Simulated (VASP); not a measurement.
A run of VASP 6.6.1 is set up as follows.

Contents of INCAR:

```
SYSTEM = CdSe
ALGO = Normal ; EDIFF = 1E-6
EDIFFG = -0.005 ; ENCUT = 600
GGA = PS ; IBRION = 2
ISIF = 3 ; ISMEAR = 0
LASPH = .TRUE. ; LCHARG = .FALSE.
LREAL = .FALSE. ; LWAVE = .FALSE.
NELM = 120 ; NSW = 60
PREC = Accurate ; SIGMA = 0.02
```

The input KPOINTS:

```
k-points
0
G
  10 10 6
  0 0 0
```

POSCAR

```
CdSe
1.0
    4.3100000000      0.0000000000      0.0000000000
   -2.1550000000      3.7325694900      0.0000000000
    0.0000000000      0.0000000000      7.0300000000
Cd Se
2 2
Direct
    0.3333333300      0.6666666700      0.0000000000
    0.6666666700      0.3333333300      0.5000000000
    0.3333333300      0.6666666700      0.3770000000
    0.6666666700      0.3333333300      0.8770000000
```

Potentials or basis: VASP PAW PBE potentials, release 64 (Cd, Se).

Run with:

```sh
$ cat potpaw_PBE.64/Cd/POTCAR potpaw_PBE.64/Se/POTCAR > POTCAR
$ mpirun -np 1 vasp_std > vasp.out
```

Estimate the band gap on the k mesh.

0.53 eV, direct.

Final structure:
```
Cd Se
1.0
     4.30949    0.00000    0.00000
    -2.15474    3.73212    0.00000
     0.00000    0.00000    7.03177
Cd Se
2 2
Direct
  0.33333 0.66667 0.00061
  0.66667 0.33333 0.50061
  0.33333 0.66667 0.37639
  0.66667 0.33333 0.87639
```
